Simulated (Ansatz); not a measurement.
Here is the system:

Starting cell, Li$_{3}$N (Li3N type, space group P6/mmm):

```xyz
4
Lattice="3.6344 0.0000 0.0000 -1.8172 3.1474 0.0000 0.0000 0.0000 3.8645" Properties=species:S:1:pos:R:3 pbc="T T T"
Li     0.0000     0.0000     1.9323
Li     0.0000     2.0983     0.0000
Li     1.8172     1.0491     0.0000
N      0.0000     0.0000     0.0000
```

The atoms are displaced by Q × the pattern below (from a DFPT mode at Γ, largest move 1; Q in Å), at fixed cell. It is one choice among 2 degenerate patterns.

```tsv
atom	x	y	z
Li2	0.000	-1.000	0.000
Li3	0.000	1.000	0.000
```

Atoms not listed stay in place.

Method: PBE (plane waves to 420 eV, PAW, scalar-relativistic; Ansatz, a first-principles code). k mesh 10×10×9 (Γ-centred), Fermi-Dirac smearing 0.05 eV. Energies are smeared free energies. Left out: 4 of 13 points, with atoms too close for the PAW data. Li3N was relaxed with its symmetry unable to fall. ΔE is measured from the undisplaced structure.

The scan covers Q from -0.060 to 0.180 Å in 9 points.

### Question
Which space group does the distorted structure have?

### Answer
Cmmm (No. 65), lowered from P6/mmm.

### Question
Is the energy the same for displacements of ±0.060 Å, and if not, which side lies higher?

### Answer
Not even: the negative side lies higher at ±0.060 Å.

### Question
Is this a single well or a double well?

### Answer
A single well with its minimum at or next to zero displacement.

### Question
What is the energy change at Q = 0.180 Å?

### Answer
280.7 meV/cell.

### Question
What harmonic wavenumber does the curvature at Q = 0 give?

### Answer
613 cm⁻¹.

(For displaced atoms, the force is minus the slope of the energy, and its curvature is a force constant, which sets phonon frequencies.)
